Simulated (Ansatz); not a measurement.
**AlNi₃ (Pm-3m) under several functionals**

Plane-wave DFT in Ansatz with scalar-relativistic PAW potentials. The same structure was relaxed (cell and atoms, symmetry kept) in separate runs at each level. Whether it is the stable form of this composition wasn't checked. Spin is collinear.

| level | cutoff (eV) | k mesh | V (Å³/atom) | a (Å) | B0 (GPa) | largest moment (μB) |
| --- | --- | --- | --- | --- | --- | --- |
| PBEsol | 420 | 12×12×12 | 10.895 | 3.519 | 204 | 0.25 |
| r2SCAN | 500 | 12×12×12 | 10.961 | 3.526 | 202 | 0.36 |
| PBE | 420 | 12×12×12 | 11.343 | 3.567 | 182 | 0.28 |

Where does PBE+D3(BJ) (420 eV, k mesh 12×12×12) fall?

V (Å³/atom) 10.941, a (Å) 3.524, largest moment (μB) 0.27. Its volume is between those of PBEsol and r2SCAN. The usual order of volumes, PBEsol < PBE, holds here (10.895, 11.343 Å³/atom). As a rule PBEsol, built on the gradient expansion of slowly varying densities, lies between LDA and PBE; PBE's stronger gradient term for exchange weakens bonds. Adding D3 to PBE changes the volume by -3.5 %; the term is attractive, so it pulls cells in. In metals the pairwise form ignores screening by the conduction electrons and often pulls in too far. r2SCAN lies 3.4 % under PBE in volume. B0 goes from 203.9 to 182.0 GPa as the volume grows by 4.1 %; on one curve with B' = 4.6 the volume alone, B ∝ V^(−B'), would give 169.5 GPa, and the rest of the difference is the functional's own stiffness.

The state reached may not be the lowest one.